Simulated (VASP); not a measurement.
GaP under changes of volume

One of the cells (20.645 Å³/atom); the others are scaled copies at fixed shape and fractional positions:

```xyz
2
Lattice="0.0000 2.7433 2.7433 2.7433 0.0000 2.7433 2.7433 2.7433 0.0000" Properties=species:S:1:pos:R:3 pbc="T T T"
Ga    0.0000    0.0000    0.0000
P     4.1149    4.1149    4.1149
```

```yaml
Program: VASP 6.6.1
Functional: PBE
Potentials_or_basis: VASP PAW PBE potentials, release 64 (Ga_d, P)
Cutoff: 520 eV
k_mesh: 8 × 8 × 8
Occupations: fermi-dirac, width 0.05 eV
Spin: no spin polarisation
```

```tsv
volume (Å³/atom)	energy over the lowest point (meV/atom)	pressure (GPa)	gap on the mesh (eV)
19.026	45.39	8.7	1.52
19.431	?	?	?
19.836	12.92	4.3	1.61
20.645	0.19	0.8	1.61
21.050	0.00	-0.7	1.50
21.455	3.38	-2.0	1.35
```

What does the run at 19.431 Å³/atom give?

Energy over the lowest point 26.42 meV/atom; pressure 6.4 GPa; gap on the mesh 1.57 eV.

Worked out: A Birch-Murnaghan fit of order 3 (a polynomial in V^(-2/3)) to the other rows has its minimum at 20.87 Å³/atom with B0 = V·E''(V) = 76 GPa and B' = 4.5. It gives 26.42 meV/atom at 19.431 Å³/atom, against the run's 26.42, and -dE/dV = 6.4 GPa, against 6.4. A parabola through the other rows of the gap, of slope 3.07 eV per unit of ln V there, gives 1.60 eV, against the run's 1.57.

Energies are extrapolated to zero smearing.

A mesh can miss the band edges. Spin-orbit coupling on Ga is left out.
